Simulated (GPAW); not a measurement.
# GaAs (F-43m) in GPAW: convergence with bands over the usual count

Aim: find how far bands over the usual count must go before the results for GaAs settle, at LDA. This setting moves, with any that are tied to it; all else stays.

All numbers are computed with GPAW 26.7.0; they aren't measurements. Logs are shortened: lines on timing, memory, paths and dates and some standing lists are left out, and cuts for length are marked. The log counts tension as positive stress, the text compression.

### Step 1. The structure

The structure is cubic, space group F-43m (No. 216). Conventional cell: a = 5.654 Å, b = 5.654 Å, c = 5.654 Å, α = 90.00°, β = 90.00°, γ = 90.00°. As (site symmetry -43m) has 4 Ga at 2.45 Å as nearest neighbours. Ga (site symmetry -43m) is surrounded by 4 As at 2.45 Å.

### Step 2. With bands over the usual count 0.72

Contents of run.py:

```python
from ase.dft.bandgap import bandgap
from ase.io import read, write
from ase.units import GPa
from gpaw import GPAW, PW

atoms = read('GaAs.xyz')

calc = GPAW(mode=PW(600),
            xc='LDA',
            kpts={'size': (8, 8, 8), 'gamma': True},
            occupations={'name': 'fermi-dirac', 'width': 0.05},
            nbands=8,
            convergence={'density': 1e-05, 'energy': 1e-05},
            maxiter=100,
            txt='gpaw.txt')
atoms.calc = calc
energy = atoms.get_potential_energy()
forces = atoms.get_forces()
stress = atoms.get_stress()
calc.write('gs.gpw')
write('result.traj', atoms)
print(f'Energy: {energy:.6f} eV')
print('Forces (eV/A):')
print(forces.round(4))
print('Stress (GPa):', (stress / GPa).round(3))
print('Fermi level:', round(calc.get_fermi_level(), 4), 'eV')
print(f'Gap: {bandgap(calc)[0]:.4f} eV, direct: {bandgap(calc, direct=True)[0]:.4f} eV')
```

Contents of GaAs.xyz:

```xyz
2
Lattice="0.0000000000 2.8268500000 2.8268500000 2.8268500000 0.0000000000 2.8268500000 2.8268500000 2.8268500000 0.0000000000" Properties=species:S:1:pos:R:3 pbc="T T T"
As     4.2402750000      4.2402750000      4.2402750000
Ga     0.0000000000      0.0000000000      0.0000000000
```

Potentials or basis: the program's PAW data sets (release 1.2.1) made for this functional, pw.

Launch:

```bash
> OMP_NUM_THREADS=1 python run.py
```

gpaw.txt:

```text
__  _  _
 | _ |_)|_||  |
 |__||  | ||/\| - 26.7.0

Input parameters:
  mode=PW(ecut=600.0),
  convergence={'density': 1e-05, 'energy': 1e-05},
  kpts=MonkhorstPack(size=(8, 8, 8), gamma=True),
  maxiter=100,
  nbands=8,
  occupations=Occupations(name='fermi-dirac', width=0.05),
  xc=XC(name='LDA')

Diagonalizing LCAO Hamiltonian
Converting LCAO to pw mode

                    As

       Ga

Atoms  # Å, Bohr magnetons
|   | symbol |        x |        y |        z |    initial magnetic moments |
|---|--------|----------|----------|----------|-----------------------------|
| 0 |     As | 4.240275 | 4.240275 | 4.240275 | ( 0.0000,  0.0000,  0.0000) |
| 1 |     Ga | 0.000000 | 0.000000 | 0.000000 | ( 0.0000,  0.0000,  0.0000) |

Unit cell  # Å
| periodic |        x |        y |        z |  lengths |    angles |
|----------|----------|----------|----------|----------|-----------|
|      yes | 0.000000 | 2.826850 | 2.826850 | 3.997770 | 60.000000 |
|      yes | 2.826850 | 0.000000 | 2.826850 | 3.997770 | 60.000000 |
|      yes | 2.826850 | 2.826850 | 0.000000 | 3.997770 | 60.000000 |

Number of symmetries: 24
Symmetry operations  # r_c * U_cc + t_c -> r_c
|    | kind |            matrix            |
|----|------|------------------------------|
|  0 |  E   |  1, 0, 0,  0, 1, 0,  0, 0, 1 |
|  1 |  σ   |  1, 0, 0,  0, 0, 1,  0, 1, 0 |
|  2 |  σ   |  1, 0,-1,  0, 1,-1,  0, 0,-1 |
|  3 |  C3  |  1, 0,-1,  0, 0,-1,  0, 1,-1 |
|  4 |  C3  |  1,-1, 0,  0,-1, 1,  0,-1, 0 |
|  5 |  σ   |  1,-1, 0,  0,-1, 0,  0,-1, 1 |
|  6 |  σ   |  0, 1, 0,  1, 0, 0,  0, 0, 1 |
|  7 |  C3  |  0, 1, 0,  0, 0, 1,  1, 0, 0 |
|  8 |  C2  |  0, 1,-1,  1, 0,-1,  0, 0,-1 |
|  9 |  S4  |  0, 1,-1,  0, 0,-1,  1, 0,-1 |
| 10 |  C3  |  0, 0, 1,  1, 0, 0,  0, 1, 0 |
| 11 |  σ   |  0, 0, 1,  0, 1, 0,  1, 0, 0 |
| 12 |  S4  |  0, 0,-1,  1, 0,-1,  0, 1,-1 |
| 13 |  C3  |  0, 0,-1,  0, 1,-1,  1, 0,-1 |
| 14 |  S4  |  0,-1, 1,  1,-1, 0,  0,-1, 0 |
| 15 |  C2  |  0,-1, 1,  0,-1, 0,  1,-1, 0 |
| 16 |  C3  |  0,-1, 0,  1,-1, 0,  0,-1, 1 |
| 17 |  S4  |  0,-1, 0,  0,-1, 1,  1,-1, 0 |
| 18 |  S4  | -1, 1, 0, -1, 0, 1, -1, 0, 0 |
| 19 |  C3  | -1, 1, 0, -1, 0, 0, -1, 0, 1 |
| 20 |  C3  | -1, 0, 1, -1, 1, 0, -1, 0, 0 |
| 21 |  S4  | -1, 0, 1, -1, 0, 0, -1, 1, 0 |
| 22 |  σ   | -1, 0, 0, -1, 1, 0, -1, 0, 1 |
| 23 |  C2  | -1, 0, 0, -1, 0, 1, -1, 1, 0 |

BZ-sampling:
  Number of BZ points: 512
  Number of IBZ points: 29

  Monkhorst-Pack size: [8, 8, 8]
  Monkhorst-Pack shift: [0.0625, 0.0625, 0.0625]

K-points  # in reciprocal-cell coordinates
|     |                                coordinates |     weight |
|-----|--------------------------------------------|------------|
|   0 | (  0.00000000,   0.00000000,   0.00000000) | 0.00195312 |
|   1 | (  0.12500000,   0.12500000,   0.00000000) | 0.01171875 |
|   2 | (  0.12500000,   0.12500000,   0.12500000) | 0.01562500 |
|   3 | (  0.25000000,   0.12500000,   0.12500000) | 0.02343750 |
|   4 | (  0.25000000,   0.25000000,   0.00000000) | 0.01171875 |
|   5 | (  0.25000000,   0.25000000,   0.12500000) | 0.04687500 |
|   6 | (  0.25000000,   0.25000000,   0.25000000) | 0.01562500 |
|   7 | (  0.37500000,   0.25000000,  -0.37500000) | 0.04687500 |
|   8 | (  0.37500000,   0.25000000,   0.12500000) | 0.04687500 |
|   9 | (  0.37500000,   0.25000000,   0.25000000) | 0.04687500 |
| ... |                                            |            |
|  28 | (  0.50000000,   0.50000000,   0.50000000) | 0.00781250 |

Plane wave coefficients: 1540
Cutoff: 600.0 eV

Spin-components: 1 (collinear spins)
Bands:           8
Projectors:      10
Spin-degeneracy: 2
Datatype:        complex128

Parallelization:
  kpt:    1
  domain: 1
  band:   1

Density:
  Valence electrons: 8.0
  Components: 1
  Grid points: [24 24 24]
  Charge: 0.0  # |e|

Potential:
  Grid points: [24 24 24]

species:
  As:
    name:    Arsenic
    Z:       33.0
    valence: 5
    core:    28
    charge:  0.0  # [|e|]
    compensation charges:
      type: gauss
      rc: 0.33  # [Å]
      lmax: 2
    cutoffs:
      filter: 1.87  # [Å]
      core: 2.96  # [Å]
    projectors
    | kind |    occ | energy [eV] | rcut [Å] |
    |------|--------|-------------|----------|
    |   4s |  2.000 |     -14.691 |    1.058 |
    |   4p |  3.000 |      -5.342 |    1.058 |
    |    s |        |      12.520 |    1.058 |
    |    p |        |      21.869 |    1.058 |
    |    d |        |       0.000 |    1.058 |

    Using partial waves for As as LCAO basis

  Ga:
    name:    Gallium
    Z:       31.0
    valence: 3
    core:    28
    charge:  0.0  # [|e|]
    compensation charges:
      type: gauss
      rc: 0.37  # [Å]
      lmax: 2
    cutoffs:
      filter: 2.06  # [Å]
      core: 4.17  # [Å]
    projectors
    | kind |    occ | energy [eV] | rcut [Å] |
    |------|--------|-------------|----------|
    |   4s |  2.000 |      -9.167 |    1.164 |
    |   4p |  1.000 |      -2.734 |    1.164 |
    |    s |        |      18.045 |    1.164 |
    |    p |        |      24.478 |    1.164 |
    |    d |        |       0.000 |    1.164 |

    Using partial waves for Ga as LCAO basis

Reference energy: -114227.963927  # eV

eigensolver:
  PPCG
  Converge bands: occupied
  niter=2

density mixing:
  MSR1-Mixer
  Pratt-step length: 0.05
  Maximum mixing coefficient: 0.75
  Old densities: 10
  SVD Regularization: 0.005
  Good broyden scale: 1.0
  Trust region scale: 1.0
  Backstep threshold: 4.0
  History deletion threshold: 6.0
  Fourier metric: weight=20.0, sigma=0.015

occupation numbers:
  Fermi-Dirac:
    width: 0.0500  # eV

poisson solver:
  ecut: 4800.0  # eV

xc functional:
  name: None

convergence criteria:
- Maximum integral of absolute [dens]ity change: 1e-05 electrons / valence electron
- Maximum [total energy] change in last 3 cyles: 1e-05 eV / valence electron
- Maximum integral of absolute [eigenst]ate change: 4e-08 eV^2 / valence electron
maximum number of iterations: 100

SCF iterations
|iter     | |      energy | eigst |  dens |
|---------|-|-------------|-------|-------|
|iter:   1| |   -9.747318 | -0.64 |       |
|iter:   2| |   -9.725577 | -2.92 | -0.90 |
|iter:   3| |   -9.611998 | -2.12 | -0.93 |
|iter:   4| |   -9.610010 | -3.69 | -1.55 |
|iter:   5| |   -9.609850 | -4.75 | -2.09 |
|iter:   6| |   -9.609847 | -5.87 | -2.84 |
|iter:   7| |   -9.609847c| -7.45c| -3.57 |
|iter:   8| |   -9.609847c| -7.86c| -4.07 |
|iter:   9| |   -9.609847c| -8.76c| -5.42c|

Converged in 9 steps
Energy contributions relative to reference atoms: (reference = -114227.963927)

Energy contributions:
  Kinetic:          26.367727
  Coulomb:         -23.548827
  Zero:              0.021308
  External:          0.000000
  Xc:              -12.450012
  Entropy:          -0.000086
  Spinorbit:         0.000000
  ----------------------------
  Free energy:      -9.609890
  Extrapolated:     -9.609847

dipole moment: (-11.048923, -11.048923, -11.048923)  # |e|*Ang

Fermi level: 4.822
Eigenvalues  # (at kpt = [0.000, 0.000, 0.000])
| band index |      eig [eV] | occ [0-2] |
|------------|---------------|-----------|
|          0 |        -8.142 |     2.000 |
|          1 |         4.611 |     1.971 |
|          2 |         4.611 |     1.971 |
|          3 |         4.611 |     1.971 |
|          4 |         4.973 |     0.092 |
|          5 |         8.335 |     0.000 |
|          6 |         8.335 |     0.000 |
|          7 |         8.335 |     0.000 |

Gap: 0.362 eV
Transition (v -> c):
  (s=0, k=0, n=3, [0.00, 0.00, 0.00]) -> (s=0, k=0, n=4, [0.00, 0.00, 0.00])
No difference between direct/indirect transitions

Forces  # eV/Ang
|        x |       y |        z |
|----------|---------|----------|
| -0.00000 | 0.00000 | -0.00000 |  # As   0
|  0.00000 | 0.00000 |  0.00000 |  # Ga   1

Stress tensor  # eV/Ang^3
|         x |         y |         z |
|-----------|-----------|-----------|
|  0.005407 |  0.000000 | -0.000000 |
|  0.000000 |  0.005407 | -0.000000 |
| -0.000000 | -0.000000 |  0.005407 |

# Writing to gs.gpw (mode='')
```

Run time: 4.6 s. Hardware: 1 thread of Intel Xeon 6975P-C (Granite Rapids), shared host; peak memory 0.15 GiB.

What came out:

```yaml
Free_energy: -9.6099 eV
Pressure: -0.9 GPa
Band_gap_on_the_k_mesh: 0.36 eV, direct
```

### Step 3. With bands over the usual count 0.8

Edit run.py of step 2 so:

```diff
@@ -11,3 +11,3 @@
             occupations={'name': 'fermi-dirac', 'width': 0.05},
-            nbands=8,
+            nbands=9,
             convergence={'density': 1e-05, 'energy': 1e-05},
```

GaAs.xyz is that of step 2.

Potentials or basis: the program's PAW data sets (release 1.2.1) made for this functional, pw.

Launch:

```bash
> OMP_NUM_THREADS=1 python run.py
```

Wall time 5 s (1 thread of Intel Xeon 6975P-C (Granite Rapids), shared host); peak memory 0.15 GiB.

The run converged. Its results:

```yaml
Free_energy: -9.6099 eV
Pressure: -0.9 GPa
Band_gap_on_the_k_mesh: 0.36 eV, direct
```

### Step 4. With bands over the usual count 0.9

Edit run.py of step 3 so:

```diff
@@ -11,3 +11,3 @@
             occupations={'name': 'fermi-dirac', 'width': 0.05},
-            nbands=9,
+            nbands=10,
             convergence={'density': 1e-05, 'energy': 1e-05},
```

GaAs.xyz is that of step 3.

Launch:

```bash
> OMP_NUM_THREADS=1 python run.py
```

It took 5.2 s on 1 thread of Intel Xeon 6975P-C (Granite Rapids), shared host; peak memory 0.15 GiB.

It converged, with:

- Free energy: -9.6099 eV
- Pressure: -0.9 GPa
- Band gap on the k mesh: 0.36 eV, direct

### Step 5. With bands over the usual count 1

Edit run.py of step 4 so:

```diff
@@ -11,3 +11,3 @@
             occupations={'name': 'fermi-dirac', 'width': 0.05},
-            nbands=10,
+            nbands=11,
             convergence={'density': 1e-05, 'energy': 1e-05},
```

GaAs.xyz is that of step 4.

Launch:

```bash
> OMP_NUM_THREADS=1 python run.py
```

Wall time 5.5 s (1 thread of Intel Xeon 6975P-C (Granite Rapids), shared host); peak memory 0.15 GiB.

The run converged. Its results:

```
Free energy            : -9.6099 eV
Pressure               : -0.9 GPa
Band gap on the k mesh : 0.36 eV, direct
```

### Step 6. With bands over the usual count 1.3

Edit run.py of step 5 so:

```diff
@@ -11,3 +11,3 @@
             occupations={'name': 'fermi-dirac', 'width': 0.05},
-            nbands=11,
+            nbands=15,
             convergence={'density': 1e-05, 'energy': 1e-05},
```

GaAs.xyz is that of step 5.

Potentials or basis: the program's PAW data sets (release 1.2.1) made for this functional, pw.

Launch:

```bash
> OMP_NUM_THREADS=1 python run.py
```

Run time: 6.8 s. Hardware: 1 thread of Intel Xeon 6975P-C (Granite Rapids), shared host; peak memory 0.15 GiB.

The run converged. Its results:

* Free energy: -9.6099 eV
* Pressure: -0.9 GPa
* Band gap on the k mesh: 0.36 eV, direct

### Step 7. With bands over the usual count 1.7

Edit run.py of step 6 so:

```diff
@@ -11,3 +11,3 @@
             occupations={'name': 'fermi-dirac', 'width': 0.05},
-            nbands=15,
+            nbands=19,
             convergence={'density': 1e-05, 'energy': 1e-05},
```

GaAs.xyz is that of step 6.

Launch:

```bash
> OMP_NUM_THREADS=1 python run.py
```

Run time: 8.2 s. Hardware: 1 thread of Intel Xeon 6975P-C (Granite Rapids), shared host; peak memory 0.16 GiB.

Results (log left out):

```yaml
Free_energy: -9.6099 eV
Pressure: -0.9 GPa
Band_gap_on_the_k_mesh: 0.36 eV, direct
```

### Step 8. With bands over the usual count 2.5

Edit run.py of step 7 so:

```diff
@@ -11,3 +11,3 @@
             occupations={'name': 'fermi-dirac', 'width': 0.05},
-            nbands=19,
+            nbands=28,
             convergence={'density': 1e-05, 'energy': 1e-05},
```

GaAs.xyz is that of step 7.

Launch:

```bash
> OMP_NUM_THREADS=1 python run.py
```

It took 11 s on 1 thread of Intel Xeon 6975P-C (Granite Rapids), shared host; peak memory 0.17 GiB.

The run converged. Its results:

| Property | Result |
| --- | --- |
| Free energy | -9.6099 eV |
| Pressure | -0.9 GPa |
| Band gap on the k mesh | 0.36 eV, direct |

### Step 9. The series at a glance

```tsv
bands over the usual count	energy less the tightest run, at zero smearing (meV/atom)	SCF cycles	CPU time (s)	peak memory (GiB)
0.72	0.00	9	4.6	0.15
0.8	0.00	9	5	0.15
0.9	0.00	9	5.2	0.15
1	0.00	9	5.5	0.15
1.3	0.00	9	6.8	0.15
1.7	0.00	9	8.2	0.16
2.5	0.00	9	11	0.17
```

Against the tightest run, the energy stays within 1 meV/atom from 0.72 on. The tightest run that finished is the yardstick and may itself not be fully converged.
